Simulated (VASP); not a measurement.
# BaTiO3 (P4mm) in VASP: further runs

One crystal, BaTiO3, is run at these levels: PBE; tasks: relaxation of shape and atoms at fixed volume.

Everything below comes from runs of VASP 6.6.1. Logs are shortened: lines on timing, memory, paths and dates and some standing lists are left out, and cuts for length are marked.

### Step 1. The undisturbed crystal

It takes space group P4mm (No. 99, tetragonal). Conventional cell: a = 4.000 Å, b = 4.000 Å, c = 4.018 Å, α = 90.00°, β = 90.00°, γ = 90.00°. Ba (site symmetry 4mm) is surrounded by 12 O at 2.79 to 2.88 Å. Ti (site symmetry 4mm) has 6 O at 1.89 to 2.13 Å as nearest neighbours. Around O (site symmetry 4mm) lie 2 Ti at 1.89 to 2.13 Å. O (site symmetry 2mm) is surrounded by 2 Ti at 2.00 Å.

### Step 2. Relaxation of shape and atoms at fixed volume, PBE (a relaxed cell with its volume scaled by 0.96)

Contents of INCAR:

```
SYSTEM = BaTiO3
ALGO = Normal ; EDIFF = 1E-7
EDIFFG = -0.01 ; ENCUT = 600
GGA = PE ; IBRION = 2
ISIF = 4 ; ISMEAR = 0
KPAR = 2 ; LASPH = .True.
LCHARG = .False. ; LREAL = .False.
LWAVE = .False. ; NELM = 80
NSW = 40 ; PREC = Accurate
SIGMA = 0.03
```

Contents of KPOINTS:

```
k-points
0
Gamma
  8 8 8
  0 0 0
```

Contents of POSCAR:

```
BaTiO3                                  
1.0
    3.9411716838      0.0000000000      0.0000000000
    0.0000000000      3.9411716838      0.0000000000
    0.0000000000     -0.0000000000      4.1656314078
  Ba              Ti              O             
     1     1     3
Direct
     1.0000000000000000    1.0000000000000000    0.9905853847144678
     0.5000000000000000    0.5000000000000000    0.4717193836751931
     0.5000000000000000    0.5000000000000000    0.0416894780916856
     0.5000000000000000    0.0000000000000000    0.5195028767593300
     1.0000000000000000    0.5000000000000000    0.5195028767593300
```

Potentials or basis: VASP PAW PBE potentials, release 64 (Ba_sv, Ti_sv, O).

On the command line:

```sh
$ cat potpaw_PBE.64/Ba_sv/POTCAR potpaw_PBE.64/Ti_sv/POTCAR potpaw_PBE.64/O/POTCAR > POTCAR
$ mpirun -np 2 vasp_std > vasp.out
```

OUTCAR:

```text
SYSTEM = BaTiO3
   EDIFF = 1E-7
   EDIFFG = -0.01
   ENCUT = 600
   GGA = PE
   IBRION = 2
   ISIF = 4
   ISMEAR = 0
   LASPH = .True.
   LREAL = .False.
   NELM = 80
   NSW = 40
   PREC = Accurate

 ion  position               nearest neighbor table
   1  0.000  0.000  0.991-   4 2.78   5 2.78   5 2.78   4 2.78   3 2.79   3 2.79   3 2.79   3 2.79
                             4 2.96   5 2.96   5 2.96   4 2.96   2 3.43   2 3.43   2 3.43   2 3.43
   2  0.500  0.500  0.472-   3 1.79   4 1.98   5 1.98   4 1.98   5 1.98   3 2.37   1 3.43   1 3.43
                             1 3.43   1 3.43   1 3.53   1 3.53   1 3.53   1 3.53
   3  0.500  0.500  0.042-   2 1.79   2 2.37   1 2.79   1 2.79   1 2.79   1 2.79
   4  0.500  0.000  0.520-   2 1.98   2 1.98   1 2.78   1 2.78   1 2.96   1 2.96
   5  0.000  0.500  0.520-   2 1.98   2 1.98   1 2.78   1 2.78   1 2.96   1 2.96

  LATTYP: Found a simple tetragonal cell.
 ALAT       =     3.9411716838
 C/A-ratio  =     1.0569525365

  Lattice vectors:

 A1 = (   3.9411716838,   0.0000000000,   0.0000000000)
 A2 = (   0.0000000000,   3.9411716838,   0.0000000000)
 A3 = (   0.0000000000,   0.0000000000,   4.1656314078)

Analysis of symmetry for initial positions (statically):
=====================================================================
 Subroutine PRICEL returns:
 Original cell was already a primitive cell.

 Routine SETGRP: Setting up the symmetry group for a
 simple tetragonal supercell.

 Subroutine GETGRP returns: Found  8 space group operations
 (whereof  8 operations were pure point group operations)
 out of a pool of 16 trial point group operations.

The static configuration has the point symmetry C_4v.

Analysis of symmetry for dynamics (positions and initial velocities):
=====================================================================
 Subroutine PRICEL returns:
 Original cell was already a primitive cell.

 Routine SETGRP: Setting up the symmetry group for a
 simple tetragonal supercell.

 Subroutine GETGRP returns: Found  8 space group operations
 (whereof  8 operations were pure point group operations)
 out of a pool of 16 trial point group operations.

The dynamic configuration has the point symmetry C_4v.

 Subroutine INISYM returns: Found  8 space group operations
 (whereof  8 operations are pure point group operations),
 and found     1 'primitive' translations

----------------------------------------------------------------------------------------

                                     Primitive cell

  volume of cell :      64.7041

  direct lattice vectors                    reciprocal lattice vectors
     3.941171684  0.000000000  0.000000000     0.253731651  0.000000000  0.000000000
     0.000000000  3.941171684  0.000000000     0.000000000  0.253731651  0.000000000
     0.000000000  0.000000000  4.165631408     0.000000000  0.000000000  0.240059646

  length of vectors
     3.941171684  3.941171684  4.165631408     0.253731651  0.253731651  0.240059646

  position of ions in fractional coordinates (direct lattice)
     0.000000000  0.000000000  0.990585385
     0.500000000  0.500000000  0.471719384
     0.500000000  0.500000000  0.041689478
     0.500000000  0.000000000  0.519502877
     0.000000000  0.500000000  0.519502877

  ion indices of the primitive-cell ions
   primitive index   ion index
                 1           1
                 2           2
                 3           3
                 4           4
                 5           5

----------------------------------------------------------------------------------------

 KPOINTS: k-points

Automatic generation of k-mesh.
 Grid dimensions read from file:
 generate k-points for:    8    8    8

 Generating k-lattice:

  Cartesian coordinates                     Fractional coordinates (reciprocal lattice)
     0.031716456  0.000000000  0.000000000     0.125000000  0.000000000  0.000000000
     0.000000000  0.031716456  0.000000000     0.000000000  0.125000000  0.000000000
     0.000000000  0.000000000  0.030007456     0.000000000  0.000000000  0.125000000

  Length of vectors
     0.031716456  0.031716456  0.030007456

  Shift w.r.t. Gamma in fractional coordinates (k-lattice)
     0.000000000  0.000000000  0.000000000

 Subroutine IBZKPT returns following result:
 ===========================================

 Found     75 irreducible k-points:

 Following reciprocal coordinates:
            Coordinates               Weight
  0.000000  0.000000  0.000000      1.000000
  0.125000  0.000000  0.000000      4.000000
  0.250000  0.000000  0.000000      4.000000
  0.375000  0.000000  0.000000      4.000000
  0.500000  0.000000  0.000000      2.000000
  0.125000  0.125000  0.000000      4.000000
[... 16 lines left out ...]
  0.375000  0.125000  0.125000     16.000000
  0.500000  0.125000  0.125000      8.000000
 [... further k-points ...]
   k-points           NKPTS =     75   k-points in BZ     NKDIM =     75   number of bands    NBANDS=     24
   number of dos      NEDOS =    301   number of ions     NIONS =      5
   total plane-waves  NPLWV =  36864
   dimension x,y,z NGX =    32 NGY =   32 NGZ =   36
   dimension x,y,z NGXF=    64 NGYF=   64 NGZF=   72
   ions per type =               1   1   3
   NGX,Y,Z   is equivalent  to a cutoff of  13.50, 13.50, 14.37 a.u.
   NGXF,Y,Z  is equivalent  to a cutoff of  27.00, 27.00, 28.73 a.u.
 SYSTEM =  BaTiO3
   PREC   = accura    normal or accurate (medium, high low for compatibility)
   ISTART =      0    job   : 0-new  1-cont  2-samecut
   ICHARG =      2    charge: 1-file 2-atom 10-const
   ISPIN  =      1    spin polarized calculation?
   LNONCOLLINEAR =      F non collinear calculations
   LSORBIT =      F    spin-orbit coupling
   LASPH  =      T    aspherical Exc in radial PAW
   ENCUT  =  600.0 eV  44.10 Ry    6.64 a.u.   7.87  7.87  8.32*2*pi/ulx,y,z
   NELM   =     80;   NELMIN=  2; NELMDL= -5     # of ELM steps
   EDIFF  = 0.1E-06   stopping-criterion for ELM
   LREAL  =      F    real-space projection
   EDIFFG = -.1E-01   stopping-criterion for IOM
   NSW    =     40    number of steps for IOM
   IBRION =      2    ionic relax: 0-MD 1-quasi-New 2-CG
   NFREE  =      1    steps in history (QN), initial steepest desc. (CG)
   ISIF   =      4    stress and relaxation
   ISYM   =      2    0-nonsym 1-usesym 2-fastsym
   POTIM  = 0.5000    time-step for ionic-motion
   TEBEG  =    0.0;   TEEND  =   0.0 temperature during run
   PSTRESS=    0.0 pullay stress
   NELECT =      40.0000    total number of electrons
   NUPDOWN=      -1.0000    fix difference up-down
   EMIN   =  10.00;   EMAX   =-10.00  energy-range for DOS
   EFERMI =   0.00;   METHOD = LEGACY
   ISMEAR =     0;   SIGMA  =   0.03  broadening in eV -4-tet -1-fermi 0-gaus
   EFERMI_NEDOS =   21; number of points for ismear=-14 and -15
   IALGO  =     38    algorithm
   IMIX   =      4    mixing-type and parameters
     AMIX     =   0.40;   BMIX     =  1.00
     AMIX_MAG =   1.60;   BMIX_MAG =  1.00
  volume/ion in A,a.u.               =      12.94        87.33
  Fermi-wavevector in a.u.,A,eV,Ry     =   1.394604  2.635420 26.462256  1.944921
  Thomas-Fermi vector in A             =   2.518137
   LORBIT       =      0    0 simple, 1 ext, 2 COOP (PROOUT), +10 PAW based schemes
   GGA     = PE    functional components
   LHFCALC =     F    Hartree Fock is set to
   AEXX    =    0.0000 exact exchange contribution
   IVDW    =     0    specifies the selected vdW correction
   LEPSILON=     F    determine dielectric tensor
   LRPA    =     F    only Hartree local field effects (RPA)
 conjugate gradient relaxation of ions
 non-spin polarized calculation
 Gauss-broadening in eV      SIGMA  =   0.03
  energy-cutoff  :      600.00
  volume of cell :       64.70
 maximum number of plane-waves:      2177
 NGX is ok and might be reduce to    32
   NGX = 15   NGY = 15   NGZ = 17

--------------------------------------- Ionic step        1  -------------------------------------------

 number of electron      39.9999981 magnetization

 Free energy of the ion-electron system (eV)
  ---------------------------------------------------
  ext. energy  EPLUGINS =         0.00000000
  ---------------------------------------------------
  free energy    TOTEN  =       -39.99003984 eV

  energy without entropy =      -39.99003984  energy(sigma->0) =      -39.99003984

------------------------ aborting loop because EDIFF is reached ----------------------------------------

  FORCE on cell =-STRESS in cart. coord.  units (eV):
  Direction    XX          YY          ZZ          XY          YZ          ZX
  --------------------------------------------------------------------------------------
  -------------------------------------------------------------------------------------
  Total        2.8296221      2.8296221      2.6988459      0.0000000      0.0000000      0.0000000
  in kB       70.0660253     70.0660253     66.8277936      0.0000000      0.0000000      0.0000000
  external PRESSURE =      68.9866148 kB  Pullay stress =       0.0000000 kB
[... 98 lines left out ...]
  FREE ENERGIE OF THE ION-ELECTRON SYSTEM (eV)
  ---------------------------------------------------
  free  energy   TOTEN  =       -39.9999671746 eV

  energy  without entropy=      -39.9999671746  energy(sigma->0) =      -39.99996717

[... ionic steps 4 to 9 ...]

--------------------------------------- Ionic step       10  -------------------------------------------

 number of electron      39.9999988 magnetization

------------------------ aborting loop because EDIFF is reached ----------------------------------------

  FORCE on cell =-STRESS in cart. coord.  units (eV):
  Direction    XX          YY          ZZ          XY          YZ          ZX
  --------------------------------------------------------------------------------------
  -------------------------------------------------------------------------------------
  Total        1.7212673      1.7212673      1.7845823      0.0000000      0.0000000      0.0000000
  in kB       42.6213657     42.6213657     44.1891475      0.0000000      0.0000000      0.0000000
  external PRESSURE =      43.1439597 kB  Pullay stress =       0.0000000 kB
[... 63 lines left out ...]
  energy  without entropy=      -40.0124909412  energy(sigma->0) =      -40.01249094

--------------------------------------- Ionic step       12  -------------------------------------------

 number of electron      39.9999987 magnetization

 Free energy of the ion-electron system (eV)
  ---------------------------------------------------
  ext. energy  EPLUGINS =         0.00000000
  ---------------------------------------------------
  free energy    TOTEN  =       -40.01250798 eV

  energy without entropy =      -40.01250798  energy(sigma->0) =      -40.01250798

 E-fermi :   3.9976     XC(G=0): -11.1988

 val. band max:        3.8794228030   @ k =   0.5000   0.5000   0.5000
 cond. band min:       5.6714757229   @ k =   0.0000   0.0000   0.0000
 fundamental gap:      1.7920529199
 Fermi energy:         3.9975537765

 k-point     1 :       0.0000    0.0000    0.0000
  band No.  band energies     occupation
      1     -52.7103      2.00000
      2     -28.9984      2.00000
      3     -28.9208      2.00000
      4     -28.9208      2.00000
      5     -21.1038      2.00000
      6     -13.1080      2.00000
[... 637 lines left out ...]
     23       7.4761      0.00000
     24       8.5397      0.00000

 [... further k-points ...]
[... 5 lines left out ...]
  --------------------------------------------------------------------------------------
  -------------------------------------------------------------------------------------
  Total        1.7463421      1.7463421      1.7300369      0.0000000     -0.0000000      0.0000000
  in kB       43.2422572     43.2422572     42.8385146      0.0000000     -0.0000000      0.0000000
  external PRESSURE =      43.1076763 kB  Pullay stress =       0.0000000 kB
[... 20 lines left out ...]
  FREE ENERGIE OF THE ION-ELECTRON SYSTEM (eV)
  ---------------------------------------------------
  free  energy   TOTEN  =       -40.0125079803 eV

  energy  without entropy=      -40.0125079802  energy(sigma->0) =      -40.01250798

 reached required accuracy - stopping structural energy minimisation
```

Run time: 5 min. Hardware: 2 MPI ranks of AMD EPYC 9R45 (Zen 5), shared host; peak memory 0.27 GiB.

Results:

| Quantity | Value |
| --- | --- |
| Free energy | -40.0125 eV |
| Energy gained by relaxing | 4.5 meV/atom |
| Ionic steps | 12 |
| Pressure after relaxing | 4.3 GPa |
| Largest force after relaxing | 0.009 eV/Å |
| Band gap on the k mesh | 1.79 eV, indirect (least direct gap 2.23 eV) |

Forces in eV/Å, atoms in the order of the input:
```
Ba   0.000  0.000 -0.005
Ti   0.000  0.000 -0.005
O    0.000  0.000  0.009
O    0.000  0.000  0.000
O    0.000  0.000  0.000
```

Step by step:
| step | energy change (eV) | largest force (eV/Å) | pressure (GPa) |
| --- | --- | --- | --- |
| 1 | 0.0000 | 0.5564 | 6.90 |
| 2 | -0.0097 | 0.1245 | 5.53 |
| 3 | -0.0099 | 0.1041 | 5.69 |
| 4 | -0.0170 | 0.0954 | 5.20 |
| 5 | -0.0205 | 0.0868 | 4.68 |
| 6 | -0.0205 | 0.0900 | 4.64 |
| 7 | -0.0219 | 0.0585 | 4.45 |
| 8 | -0.0223 | 0.0453 | 4.24 |
| 9 | -0.0223 | 0.0377 | 4.26 |
| 10 | -0.0225 | 0.0101 | 4.31 |
| 11 | -0.0225 | 0.0113 | 4.32 |
| 12 | -0.0225 | 0.0087 | 4.31 |

Final structure:
```xyz
5
Lattice="3.9808 0.0000 0.0000 0.0000 3.9808 0.0000 0.0000 0.0000 4.0830" Properties=species:S:1:pos:R:3 pbc="T T T"
Ba    0.0000    0.0000    4.0772
Ti    1.9904    1.9904    1.9648
O     1.9904    1.9904    0.1202
O     1.9904    3.9808    2.1104
O     3.9808    1.9904    2.1104
```

Levels at points of the mesh, in eV from the valence-band top:
```csv
k point,band 16,band 17,band 18,band 19,band 20,band 21,band 22,band 23,band 24
"(0.00, 0.00, 0.00)",-1.45,-1.23,-0.57,-0.44,-0.44,1.79,2.19,2.19,4.04
"(0.50, 0.00, 0.00)",-1.99,-1.92,-1.72,-1.23,-1.05,2.31,3.51,3.57,4.10
"(0.50, 0.50, 0.00)",-2.87,-1.88,-1.06,-1.06,-0.08,3.60,3.60,3.96,4.49
"(0.00, 0.00, 0.50)",-2.04,-2.02,-2.00,-0.73,-0.73,1.94,3.51,3.51,4.04
"(0.50, 0.00, 0.50)",-2.69,-1.78,-1.03,-0.98,-0.33,3.53,3.54,3.87,4.86
"(0.50, 0.50, 0.50)",-2.53,-2.53,-0.25,-0.25,0.00,4.12,4.12,4.17,6.33
```

Caveat: spin-orbit coupling is left out, which moves the levels of the heavy elements.

### Step 3. Relaxation of shape and atoms at fixed volume, PBE (a relaxed cell with its volume scaled by 0.98)

INCAR is that of step 2.

KPOINTS is that of step 2.

POSCAR: that of step 2 with these lines changed.

```diff
@@ -2,5 +2,5 @@
 1.0
-    3.9411716838      0.0000000000      0.0000000000
-    0.0000000000      3.9411716838      0.0000000000
-    0.0000000000     -0.0000000000      4.1656314078
+    3.9683530371      0.0000000000      0.0000000000
+    0.0000000000      3.9683530371      0.0000000000
+    0.0000000000     -0.0000000000      4.1943608081
   Ba              Ti              O
```

Potentials or basis: VASP PAW PBE potentials, release 64 (Ba_sv, Ti_sv, O).

On the command line:

```sh
$ cat potpaw_PBE.64/Ba_sv/POTCAR potpaw_PBE.64/Ti_sv/POTCAR potpaw_PBE.64/O/POTCAR > POTCAR
$ mpirun -np 2 vasp_std > vasp.out
```

It took 4 min on 2 MPI ranks of AMD EPYC 9R45 (Zen 5), shared host; peak memory 0.27 GiB.

Results (log left out):

* Free energy: -40.0412 eV
* Energy gained by relaxing: 1.2 meV/atom
* Ionic steps: 10
* Pressure after relaxing: 1.9 GPa
* Largest force after relaxing: 0.008 eV/Å
* Band gap on the k mesh: 1.78 eV, indirect (least direct gap 2.29 eV)

Forces in eV/Å, atoms in the order of the input:
```
Ba   0.000  0.000 -0.004
Ti   0.000  0.000 -0.004
O    0.000  0.000  0.008
O    0.000  0.000  0.000
O    0.000  0.000  0.000
```

The path:
| step | energy change (eV) | largest force (eV/Å) | pressure (GPa) |
| --- | --- | --- | --- |
| 1 | 0.0000 | 0.2680 | 3.26 |
| 2 | -0.0024 | 0.0602 | 2.60 |
| 3 | -0.0025 | 0.0495 | 2.66 |
| 4 | -0.0043 | 0.0474 | 2.42 |
| 5 | -0.0054 | 0.0483 | 2.05 |
| 6 | -0.0057 | 0.0340 | 1.95 |
| 7 | -0.0059 | 0.0299 | 1.85 |
| 8 | -0.0059 | 0.0141 | 1.90 |
| 9 | -0.0059 | 0.0118 | 1.90 |
| 10 | -0.0059 | 0.0081 | 1.88 |

Final structure:
```cif
data_structure
_symmetry_space_group_name_H-M 'P 1'
_symmetry_Int_Tables_number 1
_cell_length_a 3.9910
_cell_length_b 3.9910
_cell_length_c 4.1469
_cell_angle_alpha 90.000
_cell_angle_beta 90.000
_cell_angle_gamma 90.000
_cell_volume 66.05
loop_
_atom_site_label
_atom_site_type_symbol
_atom_site_fract_x
_atom_site_fract_y
_atom_site_fract_z
_atom_site_occupancy
Ba1 Ba 0.00000 0.00000 0.99511 1
Ti1 Ti 0.50000 0.50000 0.47640 1
O1 O 0.50000 0.50000 0.03524 1
O2 O 0.50000 0.00000 0.51812 1
O3 O 0.00000 0.50000 0.51812 1
```

Levels at points of the mesh, in eV from the valence-band top:
```csv
k point,band 16,band 17,band 18,band 19,band 20,band 21,band 22,band 23,band 24
"(0.00, 0.00, 0.00)",-1.58,-1.27,-0.75,-0.51,-0.51,1.78,2.29,2.29,3.98
"(0.50, 0.00, 0.00)",-1.97,-1.94,-1.71,-1.41,-1.20,2.39,3.44,3.52,4.05
"(0.50, 0.50, 0.00)",-2.91,-1.97,-1.13,-1.13,-0.07,3.55,3.55,3.90,4.26
"(0.00, 0.00, 0.50)",-2.10,-2.04,-1.98,-0.74,-0.74,1.91,3.44,3.44,3.98
"(0.50, 0.00, 0.50)",-2.64,-1.82,-1.10,-1.04,-0.43,3.45,3.48,3.76,4.77
"(0.50, 0.50, 0.50)",-2.58,-2.58,-0.35,-0.35,0.00,4.00,4.00,4.08,6.10
```

Caveat: spin-orbit coupling is left out, which moves the levels of the heavy elements.
